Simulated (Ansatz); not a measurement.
Space group Fddd:1 (No. 70). a = 4.701 Å, b = 7.975 Å, c = 8.770 Å, α = 90.00°, β = 90.00°, γ = 90.00°
| atom | site | symmetry | x | y | z |
| --- | --- | --- | --- | --- | --- |
| Al | 16f | .2. | 0.7500 | 0.5789 | 0.2500 |
| Ru | 8b | 222 | 0.7500 | 0.2500 | 0.2500 |

Equation of state of this Al$_{2}$Ru structure (not necessarily the ground state), with shape and atoms relaxed at each volume where symmetry leaves them free. All numbers below come from DFT PBEsol, scalar-relativistic, plane waves, PAW in Ansatz.

Settings: cutoff 420 eV, Γ-centred mesh 10×10×10 on the computed 6-atom cell, Gaussian smearing of 0.01 eV; no spin polarisation.

```tsv
V (Å³/atom)	E − E(largest V) (meV/atom)	P (GPa)	gap on mesh (eV)
12.879	6.03	12.66	0.11
13.290	-17.45	5.82	0.09
13.701	-24.73	0.00	0.08
14.112	-18.22	-4.94	0.07
14.523	0.00	-9.15	0.06
```

Question: Fit a third-order Birch–Murnaghan equation to E(V).

Answer: V0 = 13.70 Å³/atom, B0 = 179 GPa, B0' = 4.4.